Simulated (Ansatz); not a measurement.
# Ga4P: balancing the decomposition

These are results of DFT PBE, scalar-relativistic, plane waves, PAW (Ansatz 0.2.0), not measurements. All cells share a 420 eV cutoff and Γ-centred k meshes spaced at most about 0.3 Å⁻¹ (about 0.25 or finer for metals, 2π included). No spin polarisation.

Formation energies are uncorrected and refer to the elements' standard structures at the same level. The references include black phosphorus.

All energies are static (0 K, no zero-point motion). The reference form of P is held partly by dispersion forces, which this level lacks.

A trial structure of Ga4P (reached from: NiHg4 type (Im-3m); relaxed: space group Im-3m (No. 229), a = 5.952 Å) has a formation energy of 0.258 eV/atom. At its composition the lowest mixture among the elements and 1 reference phase computed alike (others may be missing) consists of these:

```
      phase             source  ΔE_f (eV/atom)
 Ga (solid)            element          -0.001
GaP (F-43m)  Materials Project          -0.432
```

The lowest database cell of Ga (-0.001) lies slightly below the reference, hence the non-zero entry.

Problem. Write the balanced decomposition and find its energy per atom, per formula unit and per mole of formula units.

Solution. Balancing Ga and P gives Ga4P → 3 Ga + GaP. The left side holds 5 atoms, and the products take 3/5 (Ga) and 2/5 (GaP) of them. The mixture therefore lies at 3/5 × (-0.001) + 2/5 × (-0.432) = -0.173 eV/atom. The reaction energy is -0.173 − (0.258) = -0.431 eV/atom. Times 5 atoms that is -2.155 eV per Ga4P, and times 96.485 it is -208 kJ per mole of Ga4P. Decomposition is downhill, so the trial structure is unstable against this mixture.
